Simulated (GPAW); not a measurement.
The system is NaCl.

```
CELL_PARAMETERS angstrom
3.50219 0.00000 0.00000
0.00000 3.50219 0.00000
0.00000 0.00000 3.50219
ATOMIC_POSITIONS crystal
Cl 0.50000 0.50000 0.50000
Na 0.00000 0.00000 0.00000
```

Measurements of this composition are mostly on another form, of space group No. 225.

- Program: GPAW 26.7.0
- Task: relaxation of cell and atoms
- Functional: PBEsol
- Dispersion: D4
- Potentials or basis: PAW data sets generated in the run's folder for this functional
- Cutoff: 800 eV
- Basis: pw
- k mesh: 8 × 8 × 8
- Occupations: fermi-dirac, width 0.05 eV
- Spin: no spin polarisation

At the start: pressure -1.7 GPa; volume 21.48 Å³/atom.

Q: How do energy, volume and symmetry change on relaxing?

A: Over 3 steps the energy falls by 7.1 meV/atom and the volume is 20.02 Å³/atom (-6.8 %); space group Pm-3m (No. 221, to 0.05 Å).

Step by step:
```
step  energy change (eV)  largest force (eV/Å)  pressure (GPa)  volume (Å³)
   1              0.0000                0.0000           -1.66        42.96
   2             -0.0020                0.0000           -1.56        42.75
   3             -0.0143                0.0000            0.18        40.04
```

Final structure:
```
Cl Na
1.0
     3.42096    0.00000    0.00000
     0.00000    3.42096    0.00000
     0.00000    0.00000    3.42096
Cl Na
1 1
Direct
  0.50000 0.50000 0.50000
  0.00000 0.00000 0.00000
```

Caveat: later steps reuse the first step's grids.
